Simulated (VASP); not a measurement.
# MgTe (F-43m) in VASP: a series of runs

The runs below take MgTe through band structure, with PBEsol.

Everything below comes from runs of VASP 6.6.1. Logs are shortened: lines on timing, memory, paths and dates and some standing lists are left out, and cuts for length are marked.

**1. The crystal as given**

The structure is cubic, space group F-43m (No. 216). Conventional cell: a = 6.441 Å, b = 6.441 Å, c = 6.441 Å, α = 90.00°, β = 90.00°, γ = 90.00°. Around Mg (site symmetry -43m) lie 4 Te at 2.79 Å. Around Te (site symmetry -43m) lie 4 Mg at 2.79 Å.

The cell was built by a generator and needn't be a form met in nature.

**2. Band structure, PBEsol**

Input file INCAR:

```
SYSTEM = MgTe
PREC = Accurate ; ENCUT = 520
EDIFF = 1E-7 ; ISMEAR = 0
SIGMA = 0.03 ; LREAL = .False.
LASPH = .True. ; NELM = 80
ALGO = Normal ; ISIF = 2
LWAVE = .False. ; LCHARG = .False.
GGA = PS ; NBANDS = 11
ICORELEVEL = 1
```

Input file KPOINTS:

```
regular mesh
0
Gamma
  8 8 8
  0 0 0
```

Input file POSCAR:

```
MgTe                                    
1.0
    0.0000000000      3.2204257758      3.2204257758
    3.2204257758     -0.0000000000      3.2204257758
    3.2204257758      3.2204257758     -0.0000000000
  Mg              Te            
     1     1
Direct
     0.0000000000000000    0.0000000000000000    0.0000000000000000
     0.2500000000000000    0.2500000000000000    0.2500000000000000
```

Input file KPOINTS_OPT:

```
explicit points
159
Reciprocal
 0.0000000000  0.0000000000  0.0000000000 1
 0.0357142857  0.0000000000  0.0357142857 1
 0.0714285714  0.0000000000  0.0714285714 1
 0.1071428571  0.0000000000  0.1071428571 1
 0.1428571429  0.0000000000  0.1428571429 1
 0.1785714286  0.0000000000  0.1785714286 1
[... 151 lines left out ...]
 0.4250000000  0.0000000000  0.4250000000 1
 0.4500000000  0.0000000000  0.4500000000 1
```

Potentials or basis: VASP PAW PBE potentials, release 64 (Mg, Te).

Launch:

```sh
> cat potpaw_PBE.64/Mg/POTCAR potpaw_PBE.64/Te/POTCAR > POTCAR
> mpirun -np 1 vasp_std > vasp.out
```

OUTCAR:

```text
SYSTEM = MgTe
   PREC = Accurate
   ENCUT = 520
   EDIFF = 1E-7
   ISMEAR = 0
   LREAL = .False.
   LASPH = .True.
   NELM = 80
   ISIF = 2
   GGA = PS

 ion  position               nearest neighbor table
   1  0.000  0.000  0.000-   2 2.79   2 2.79   2 2.79   2 2.79
   2  0.250  0.250  0.250-   1 2.79   1 2.79   1 2.79   1 2.79

  LATTYP: Found a face centered cubic cell.
 ALAT       =     6.4408515516

  Lattice vectors:

 A1 = (   0.0000000000,   3.2204257758,   3.2204257758)
 A2 = (   3.2204257758,   0.0000000000,   3.2204257758)
 A3 = (   3.2204257758,   3.2204257758,   0.0000000000)

Analysis of symmetry for initial positions (statically):
=====================================================================
 Subroutine PRICEL returns:
 Original cell was already a primitive cell.

 Routine SETGRP: Setting up the symmetry group for a
 face centered cubic supercell.

 Subroutine GETGRP returns: Found 24 space group operations
 (whereof 24 operations were pure point group operations)
 out of a pool of 48 trial point group operations.

The static configuration has the point symmetry T_d .

Analysis of symmetry for dynamics (positions and initial velocities):
=====================================================================
 Subroutine PRICEL returns:
 Original cell was already a primitive cell.

 Routine SETGRP: Setting up the symmetry group for a
 face centered cubic supercell.

 Subroutine GETGRP returns: Found 24 space group operations
 (whereof 24 operations were pure point group operations)
 out of a pool of 48 trial point group operations.

The dynamic configuration has the point symmetry T_d .

 Subroutine INISYM returns: Found 24 space group operations
 (whereof 24 operations are pure point group operations),
 and found     1 'primitive' translations

----------------------------------------------------------------------------------------

                                     Primitive cell

  volume of cell :      66.7990

  direct lattice vectors                    reciprocal lattice vectors
     0.000000000  3.220425776  3.220425776    -0.155258973  0.155258973  0.155258973
     3.220425776  0.000000000  3.220425776     0.155258973 -0.155258973  0.155258973
     3.220425776  3.220425776  0.000000000     0.155258973  0.155258973 -0.155258973

  length of vectors
     4.554369809  4.554369809  4.554369809     0.268916430  0.268916430  0.268916430

  position of ions in fractional coordinates (direct lattice)
     0.000000000  0.000000000  0.000000000
     0.250000000  0.250000000  0.250000000

  ion indices of the primitive-cell ions
   primitive index   ion index
                 1           1
[... 90 lines left out ...]
   IALGO  =     38    algorithm
   IMIX   =      4    mixing-type and parameters
     AMIX     =   0.40;   BMIX     =  1.00
     AMIX_MAG =   1.60;   BMIX_MAG =  1.00
  volume/ion in A,a.u.               =      33.40       225.39
  Fermi-wavevector in a.u.,A,eV,Ry     =   0.806953  1.524920  8.859747  0.651173
  Thomas-Fermi vector in A             =   1.915482
   LORBIT       =      0    0 simple, 1 ext, 2 COOP (PROOUT), +10 PAW based schemes
   GGA     = PS    functional components
   LHFCALC =     F    Hartree Fock is set to
   AEXX    =    0.0000 exact exchange contribution
   IVDW    =     0    specifies the selected vdW correction
   LEPSILON=     F    determine dielectric tensor
   LRPA    =     F    only Hartree local field effects (RPA)
 non-spin polarized calculation
 Gauss-broadening in eV      SIGMA  =   0.03
  energy-cutoff  :      520.00
  volume of cell :       66.80
 maximum number of plane-waves:      1824
 NGX is ok and might be reduce to    36
   NGX = 17   NGY = 17   NGZ = 17

 number of electron       8.0000000 magnetization

 Free energy of the ion-electron system (eV)
  ---------------------------------------------------
  ext. energy  EPLUGINS =         0.00000000
  ---------------------------------------------------
  free energy    TOTEN  =        -6.89293035 eV

  energy without entropy =       -6.89293035  energy(sigma->0) =       -6.89293035

 the core state eigenenergies are
   1-  1s  -1252.9715  2s    -73.2280  2p    -39.9830
   2-  1s -31612.2271  2s  -4839.8370  2p  -4343.2288  3s   -956.0833  3p   -794.7407
       3d   -550.9886  4s   -155.6384  4p   -105.6836  4d    -33.0283

 E-fermi :   1.9889     XC(G=0):  -8.0405

 val. band max:        1.8536412928   @ k =   0.0000   0.0000   0.0000
 cond. band min:       4.1988832642   @ k =   0.0000   0.0000   0.0000
 fundamental gap:      2.3452419714
 Fermi energy:         1.9888601282

 k-point     1 :       0.0000    0.0000    0.0000
  band No.  band energies     occupation
      1      -8.3947      2.00000
      2       1.8536      2.00000
      3       1.8536      2.00000
      4       1.8536      2.00000
      5       4.1989      0.00000
      6       7.2836      0.00000
      7       7.2836      0.00000
      8       7.2836      0.00000
      9      10.4276      0.00000
     10      10.4276      0.00000
     11      10.4935      0.00000
[... 309 lines left out ...]
 k-point    24 :      -0.3750    0.2500    0.1250
  band No.  band energies     occupation
      1      -7.6893      2.00000
      2      -1.1499      2.00000
      3       0.3547      2.00000
      4       1.0606      2.00000
      5       6.1330      0.00000
      6       6.6365      0.00000
      7       8.5138      0.00000
      8       9.0159      0.00000
      9      10.1115      0.00000
     10      11.8193      0.00000
     11      12.8227      0.00000

 [... further k-points ...]

------------------------ aborting loop because EDIFF is reached ----------------------------------------

  FORCE on cell =-STRESS in cart. coord.  units (eV):
  Direction    XX          YY          ZZ          XY          YZ          ZX
  --------------------------------------------------------------------------------------
  -------------------------------------------------------------------------------------
  Total       -0.0006600     -0.0006600     -0.0006600      0.0000000      0.0000000      0.0000000
  in kB       -0.0158308     -0.0158308     -0.0158308      0.0000000      0.0000000      0.0000000
  external PRESSURE =      -0.0158308 kB  Pullay stress =       0.0000000 kB

 VOLUME and BASIS-vectors are now :
 -----------------------------------------------------------------------------
  energy-cutoff  :      520.00
  volume of cell :       66.80
      direct lattice vectors                 reciprocal lattice vectors
     0.000000000  3.220425776  3.220425776    -0.155258973  0.155258973  0.155258973
     3.220425776  0.000000000  3.220425776     0.155258973 -0.155258973  0.155258973
     3.220425776  3.220425776  0.000000000     0.155258973  0.155258973 -0.155258973

 POSITION                                       TOTAL-FORCE (eV/Angst)
 -----------------------------------------------------------------------------------
      0.00000      0.00000      0.00000        -0.000000     -0.000000     -0.000000
      1.61021      1.61021      1.61021         0.000000      0.000000      0.000000
 -----------------------------------------------------------------------------------
    total drift:                                0.000000      0.000000      0.000000

  FREE ENERGIE OF THE ION-ELECTRON SYSTEM (eV)
  ---------------------------------------------------
  free  energy   TOTEN  =        -6.8929303542 eV

  energy  without entropy=       -6.8929303542  energy(sigma->0) =       -6.89293035
```

stdout:

```text
POSCAR found type information on POSCAR MgTe
 POSCAR found :  2 types and       2 ions
 scaLAPACK will be used
 -----------------------------------------------------------------------------
|                                                                             |
|                                                                             |
|     You enforced a specific xc type in the INCAR file but a different       |
|     I HOPE YOU KNOW WHAT YOU ARE DOING!                                     |
|                                                                             |
 -----------------------------------------------------------------------------

 LDA part: xc-table for (Slater+PW92), standard interpolation
 POSCAR, INCAR and KPOINTS ok, starting setup
 FFT: planning ... GRIDC
 FFT: planning ... GRID_SOFT
 FFT: planning ... GRID
 WAVECAR not read
 entering main loop
 Start KPOINTS_OPT (optional k-point list driver)
k-point batch [1-29\159]
k-point batch [30-58\159]
k-point batch [59-87\159]
k-point batch [88-116\159]
k-point batch [117-145\159]
k-point batch [146-159\159]
```

Wall time 90 s (1 thread of AMD EPYC 7R13 (Zen 3), shared host); peak memory 0.18 GiB.

What came out:

| Property | Result |
| --- | --- |
| Free energy | -6.8929 eV |
| Pressure | 0.0 GPa |
| Band gap on the k mesh | 2.35 eV, direct |
| Band gap along the path | 2.35 eV, direct |

Levels at the corners of the path, in eV from the valence-band top:
```csv
point,band 1,band 2,band 3,band 4,band 5,band 6,band 7,band 8,band 9
Γ,-10.25,0.00,0.00,0.00,2.35,5.43,5.43,5.43,8.57
X,-9.44,-3.09,-1.21,-1.21,2.70,3.48,9.60,9.60,9.82
X,-9.44,-3.09,-1.21,-1.21,2.70,3.48,9.60,9.60,9.82
W,-9.43,-2.72,-1.93,-1.49,4.46,5.66,6.13,6.31,9.78
W,-9.43,-2.72,-1.93,-1.49,4.46,5.66,6.13,6.31,9.78
K,-9.45,-2.84,-2.00,-0.97,3.34,5.17,7.87,7.89,8.07
K,-9.45,-2.84,-2.00,-0.97,3.34,5.17,7.87,7.89,8.07
Γ,-10.25,0.00,0.00,0.00,2.35,5.43,5.43,5.43,8.57
Γ,-10.25,0.00,0.00,0.00,2.35,5.43,5.43,5.43,8.57
L,-9.64,-3.28,-0.43,-0.43,3.17,5.47,5.47,7.19,9.66
L,-9.64,-3.28,-0.43,-0.43,3.17,5.47,5.47,7.19,9.66
U,-9.45,-2.84,-2.00,-0.97,3.34,5.17,7.87,7.89,8.07
U,-9.45,-2.84,-2.00,-0.97,3.34,5.17,7.87,7.89,8.07
W,-9.43,-2.72,-1.93,-1.49,4.46,5.66,6.13,6.31,9.78
W,-9.43,-2.72,-1.93,-1.49,4.46,5.66,6.13,6.31,9.78
L,-9.64,-3.28,-0.43,-0.43,3.17,5.47,5.47,7.19,9.66
L,-9.64,-3.28,-0.43,-0.43,3.17,5.47,5.47,7.19,9.66
K,-9.45,-2.84,-2.00,-0.97,3.34,5.17,7.87,7.89,8.07
U,-9.45,-2.84,-2.00,-0.97,3.34,5.17,7.87,7.89,8.07
X,-9.44,-3.09,-1.21,-1.21,2.70,3.48,9.60,9.60,9.82
```

Core levels (eV, on the scale of the bands):
```csv
atom,levels
1 Mg,"1s -1253.0, 2s -73.2, 2p -40.0"
2 Te,"1s -31612.2, 2s -4839.8, 2p -4343.2, 3s -956.1, 3p -794.7, 3d -551.0, 4s -155.6, 4p -105.7, 4d -33.0"
```

Caveat: the PAW data sets were made with another functional, which shifts forces and pressure a little; spin-orbit coupling is left out, which moves the levels of the heavy elements.

**3. Band structure, PBEsol**

Input file INCAR:

```
SYSTEM = MgTe
  PREC = Accurate
  ENCUT = 520
  EDIFF = 1E-6
  ISMEAR = 0
  SIGMA = 0.03
  LREAL = .FALSE.
  LASPH = .TRUE.
  NELM = 80
  ALGO = Normal
  ISIF = 2
  LWAVE = .FALSE.
  LCHARG = .FALSE.
  GGA = PS
  NBANDS = 11
  ICORELEVEL = 1
```

Input file KPOINTS:

```
regular mesh
0
G
  8 8 8
  0 0 0
```

Input file POSCAR:

```
MgTe                                    
1.0
    0.0000000000      3.2204257760      3.2204257760
    3.2204257760     -0.0000000000      3.2204257760
    3.2204257760      3.2204257760      0.0000000000
  Mg              Te            
     1     1
Direct
     1.0000000000000000    1.0000000000000000    0.0000000000000000
     0.2500000000000000    0.2500000000000000    0.2500000000000000
```

Input file KPOINTS_OPT:

```
explicit points
109
Reciprocal
 0.0000000000  0.0000000000  0.0000000000 1
 0.0555555556  0.0000000000  0.0555555556 1
 0.1111111111  0.0000000000  0.1111111111 1
 0.1666666667  0.0000000000  0.1666666667 1
 0.2222222222  0.0000000000  0.2222222222 1
 0.2777777778  0.0000000000  0.2777777778 1
 0.3333333333  0.0000000000  0.3333333333 1
 0.3888888889  0.0000000000  0.3888888889 1
 0.4444444444  0.0000000000  0.4444444444 1
 0.5000000000  0.0000000000  0.5000000000 1
 0.5000000000  0.0000000000  0.5000000000 1
 0.5000000000  0.0277777778  0.5277777778 1
 0.5000000000  0.0555555556  0.5555555556 1
 0.5000000000  0.0833333333  0.5833333333 1
 0.5000000000  0.1111111111  0.6111111111 1
 0.5000000000  0.1388888889  0.6388888889 1
 0.5000000000  0.1666666667  0.6666666667 1
 0.5000000000  0.1944444444  0.6944444444 1
 0.5000000000  0.2222222222  0.7222222222 1
 0.5000000000  0.2500000000  0.7500000000 1
 0.5000000000  0.2500000000  0.7500000000 1
 0.4861111111  0.2638888889  0.7500000000 1
 0.4722222222  0.2777777778  0.7500000000 1
 0.4583333333  0.2916666667  0.7500000000 1
 0.4444444444  0.3055555556  0.7500000000 1
 0.4305555556  0.3194444444  0.7500000000 1
 0.4166666667  0.3333333333  0.7500000000 1
 0.4027777778  0.3472222222  0.7500000000 1
 0.3888888889  0.3611111111  0.7500000000 1
 0.3750000000  0.3750000000  0.7500000000 1
 0.3750000000  0.3750000000  0.7500000000 1
 0.3333333333  0.3333333333  0.6666666667 1
 0.2916666667  0.2916666667  0.5833333333 1
 0.2500000000  0.2500000000  0.5000000000 1
 0.2083333333  0.2083333333  0.4166666667 1
 0.1666666667  0.1666666667  0.3333333333 1
 0.1250000000  0.1250000000  0.2500000000 1
 0.0833333333  0.0833333333  0.1666666667 1
 0.0416666667  0.0416666667  0.0833333333 1
 0.0000000000  0.0000000000  0.0000000000 1
 0.0000000000  0.0000000000  0.0000000000 1
 0.0555555556  0.0555555556  0.0555555556 1
 0.1111111111  0.1111111111  0.1111111111 1
 0.1666666667  0.1666666667  0.1666666667 1
 0.2222222222  0.2222222222  0.2222222222 1
 0.2777777778  0.2777777778  0.2777777778 1
 0.3333333333  0.3333333333  0.3333333333 1
 0.3888888889  0.3888888889  0.3888888889 1
 0.4444444444  0.4444444444  0.4444444444 1
 0.5000000000  0.5000000000  0.5000000000 1
 0.5000000000  0.5000000000  0.5000000000 1
 0.5138888889  0.4722222222  0.5138888889 1
 0.5277777778  0.4444444444  0.5277777778 1
 0.5416666667  0.4166666667  0.5416666667 1
 0.5555555556  0.3888888889  0.5555555556 1
 0.5694444444  0.3611111111  0.5694444444 1
 0.5833333333  0.3333333333  0.5833333333 1
 0.5972222222  0.3055555556  0.5972222222 1
 0.6111111111  0.2777777778  0.6111111111 1
 0.6250000000  0.2500000000  0.6250000000 1
 0.6250000000  0.2500000000  0.6250000000 1
 0.6111111111  0.2500000000  0.6388888889 1
 0.5972222222  0.2500000000  0.6527777778 1
 0.5833333333  0.2500000000  0.6666666667 1
 0.5694444444  0.2500000000  0.6805555556 1
 0.5555555556  0.2500000000  0.6944444444 1
 0.5416666667  0.2500000000  0.7083333333 1
 0.5277777778  0.2500000000  0.7222222222 1
 0.5138888889  0.2500000000  0.7361111111 1
 0.5000000000  0.2500000000  0.7500000000 1
 0.5000000000  0.2500000000  0.7500000000 1
 0.5000000000  0.2777777778  0.7222222222 1
 0.5000000000  0.3055555556  0.6944444444 1
 0.5000000000  0.3333333333  0.6666666667 1
 0.5000000000  0.3611111111  0.6388888889 1
 0.5000000000  0.3888888889  0.6111111111 1
 0.5000000000  0.4166666667  0.5833333333 1
 0.5000000000  0.4444444444  0.5555555556 1
 0.5000000000  0.4722222222  0.5277777778 1
 0.5000000000  0.5000000000  0.5000000000 1
 0.5000000000  0.5000000000  0.5000000000 1
 0.4861111111  0.4861111111  0.5277777778 1
 0.4722222222  0.4722222222  0.5555555556 1
 0.4583333333  0.4583333333  0.5833333333 1
 0.4444444444  0.4444444444  0.6111111111 1
 0.4305555556  0.4305555556  0.6388888889 1
 0.4166666667  0.4166666667  0.6666666667 1
 0.4027777778  0.4027777778  0.6944444444 1
 0.3888888889  0.3888888889  0.7222222222 1
 0.3750000000  0.3750000000  0.7500000000 1
 0.6250000000  0.2500000000  0.6250000000 1
 0.6111111111  0.2222222222  0.6111111111 1
 0.5972222222  0.1944444444  0.5972222222 1
 0.5833333333  0.1666666667  0.5833333333 1
 0.5694444444  0.1388888889  0.5694444444 1
 0.5555555556  0.1111111111  0.5555555556 1
 0.5416666667  0.0833333333  0.5416666667 1
 0.5277777778  0.0555555556  0.5277777778 1
 0.5138888889  0.0277777778  0.5138888889 1
 0.5000000000  0.0000000000  0.5000000000 1
 0.0000000000  0.0000000000  0.0000000000 1
 0.3750000000  0.3750000000  0.7500000000 1
 0.5000000000  0.5000000000  0.5000000000 1
 0.6250000000  0.2500000000  0.6250000000 1
 0.5000000000  0.2500000000  0.7500000000 1
 0.5000000000  0.0000000000  0.5000000000 1
 0.4000000000  0.0000000000  0.4000000000 1
 0.4250000000  0.0000000000  0.4250000000 1
 0.4500000000  0.0000000000  0.4500000000 1
```

Potentials or basis: VASP PAW PBE potentials, release 64 (Mg, Te).

Launch:

```sh
> cat potpaw_PBE.64/Mg/POTCAR potpaw_PBE.64/Te/POTCAR > POTCAR
> mpirun -np 1 vasp_std > vasp.out
```

It took 46 s on 1 thread of Intel Xeon Platinum 8375C at 2.90GHz (Ice Lake), shared host; peak memory 0.21 GiB.

It converged, with:

```yaml
Free_energy: -6.8929 eV
Pressure: 0.0 GPa
Band_gap_on_the_k_mesh: 2.35 eV, direct
Band_gap_along_the_path: 2.35 eV, direct
```

Levels at the corners of the path, in eV from the valence-band top:
```
point  band 1  band 2  band 3  band 4  band 5  band 6  band 7  band 8
    Γ  -10.25    0.00    0.00    0.00    2.35    5.43    5.43    5.43
    X   -9.44   -3.09   -1.21   -1.21    2.70    3.48    9.60    9.60
    X   -9.44   -3.09   -1.21   -1.21    2.70    3.48    9.60    9.60
    W   -9.43   -2.72   -1.93   -1.49    4.46    5.66    6.13    6.31
    W   -9.43   -2.72   -1.93   -1.49    4.46    5.66    6.13    6.31
    K   -9.45   -2.84   -2.00   -0.97    3.34    5.17    7.87    7.89
    K   -9.45   -2.84   -2.00   -0.97    3.34    5.17    7.87    7.89
    Γ  -10.25    0.00    0.00    0.00    2.35    5.43    5.43    5.43
    Γ  -10.25    0.00    0.00    0.00    2.35    5.43    5.43    5.43
    L   -9.64   -3.28   -0.43   -0.43    3.17    5.47    5.47    7.19
    L   -9.64   -3.28   -0.43   -0.43    3.17    5.47    5.47    7.19
    U   -9.45   -2.84   -2.00   -0.97    3.34    5.17    7.87    7.89
    U   -9.45   -2.84   -2.00   -0.97    3.34    5.17    7.87    7.89
    W   -9.43   -2.72   -1.93   -1.49    4.46    5.66    6.13    6.31
    W   -9.43   -2.72   -1.93   -1.49    4.46    5.66    6.13    6.31
    L   -9.64   -3.28   -0.43   -0.43    3.17    5.47    5.47    7.19
    L   -9.64   -3.28   -0.43   -0.43    3.17    5.47    5.47    7.19
    K   -9.45   -2.84   -2.00   -0.97    3.34    5.17    7.87    7.89
    U   -9.45   -2.84   -2.00   -0.97    3.34    5.17    7.87    7.89
    X   -9.44   -3.09   -1.21   -1.21    2.70    3.48    9.60    9.60
```

Core levels (eV, on the scale of the bands):
```tsv
atom	levels
1 Mg	1s -1253.0, 2s -73.2, 2p -40.0
2 Te	1s -31612.2, 2s -4839.8, 2p -4343.2, 3s -956.1, 3p -794.7, 3d -551.0, 4s -155.6, 4p -105.7, 4d -33.0
```

Caveat: the PAW data sets were made with another functional, which shifts forces and pressure a little; spin-orbit coupling is left out, which moves the levels of the heavy elements. Expect the measured gap to be larger: semilocal functionals such as PBEsol lack the derivative discontinuity.

(Continued in part 2 of 2.)
